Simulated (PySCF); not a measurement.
Pd in PySCF: convergence with density cutoff

Input of the first run (density cutoff 15 Ha); the others differ in this setting and in those tied to it:

The input run.py:

```python
import json
import numpy as np
from pyscf.pbc import gto, scf, dft, df

cell = gto.Cell()
cell.basis = 'DZVP-MOLOPT-SR-GTH-q18'
cell.pseudo = 'GTH-PBE-q18'
cell.fromfile('POSCAR', format='poscar')
cell.ke_cutoff = 15  # hartree
cell.exp_to_discard = 0.02
cell.precision = 1e-08
cell.space_group_symmetry = True
cell.symmorphic = False
cell.max_memory = 2940  # MB
cell.verbose = 4
cell.build()

res = {}
kpts = cell.make_kpts([4, 4, 4], space_group_symmetry=True, time_reversal_symmetry=True)
cell.space_group_symmetry = False  # the mesh holds the operations; no search on the supercells of the integral code
mf = dft.KRKS(cell, kpts, xc='pbe')
mf = mf.multigrid_numint()
mf = mf.smearing(sigma=0.00183747, method='fermi')  # hartree
mf.conv_tol = 1e-07
mf.max_cycle = 60

mf.kernel()
res.update(converged=bool(mf.converged), e_tot=mf.e_tot, nelec=cell.nelectron, nao=cell.nao, mesh=list(map(int, cell.mesh)), a=cell.lattice_vectors().tolist(), coords=cell.atom_coords().tolist(),
           mo_energy=[np.real(x).tolist() for x in mf.mo_energy], mo_occ=[np.real(x).tolist() for x in mf.mo_occ])
res.update(e_free=mf.e_free, e_zero=mf.e_zero)
res.update(kpts=kpts.kpts_scaled_ibz.tolist(), weights=kpts.weights_ibz.tolist())
res['parts'] = {k: float(np.real(v)) for k, v in mf.scf_summary.items() if np.isscalar(v)}
json.dump(res, open('results.json', 'w'))
if not mf.converged:
    raise SystemExit('SCF not converged')

print('levels (eV)')
for i, kp in enumerate(res['kpts'][:40]):
    print('k %7.4f %7.4f %7.4f  ' % tuple(kp), ' '.join('%.3f' % (x * 27.211386) for x in res['mo_energy'][i][:14]))

mf = mf.to_khf()  # unfold to the whole mesh
kpts = mf.kpts
# Mulliken populations
dm, s = np.asarray(mf.make_rdm1()), np.asarray(mf.get_ovlp())
sites = cell.aoslice_by_atom()[:, 2:]
tot = np.einsum('kij,kji->i', dm, s).real / len(kpts)
res['mulliken'] = [cell.atom_charge(i) - tot[a0:a1].sum() for i, (a0, a1) in enumerate(sites)]
print('Mulliken charges', np.round(res['mulliken'], 5))
res['meta_lowdin'] = mf.mulliken_meta()[1].tolist()
res['done'] = True
json.dump(res, open('results.json', 'w'))
```

The input POSCAR:

```
Pd
1.0
    0.0000000000      1.9465000000      1.9465000000
    1.9465000000      0.0000000000      1.9465000000
    1.9465000000      1.9465000000      0.0000000000
Pd
1
Direct
    0.0000000000      0.0000000000      0.0000000000
```

Potentials or basis: DZVP-MOLOPT-SR/GTH-PBE (potentials made for PBE).

Launch:

```sh
$ OMP_NUM_THREADS=2 python -u run.py > log
```

Hardware: 2 threads of Arm Neoverse V1, with other jobs on the host.

**Question.** The values tried are 15 Ha, 25 Ha, 36 Ha, 51 Ha, 66 Ha, 82 Ha, 102 Ha, 127 Ha, 153 Ha, loosest first. From which on does the energy stay within 1 meV/atom of the tightest run that finished?

**Answer.** From 82 Ha on.

```tsv
density cutoff	energy less the tightest run, at zero smearing (meV/atom)	SCF cycles	CPU time (s)	peak memory (GiB)
15 Ha	-566.10	6	32	0.45
25 Ha	-670.51	6	35	0.46
36 Ha	-114.62	7	45	0.46
51 Ha	-6.65	7	52	0.46
66 Ha	1.02	7	60	0.46
82 Ha	0.02	7	71	0.46
102 Ha	-0.32	7	95	0.51
127 Ha	-0.06	7	130	0.73
153 Ha	0.00	7	160	0.86
```

The tightest run that finished is the yardstick and may itself not be fully converged.

Caveat, for the tightest run too: the k mesh is coarse (spacing up to 0.70 Å⁻¹), so the values aren't converged; the basis of atomic orbitals isn't converged, which shifts pressures, moduli and gaps.
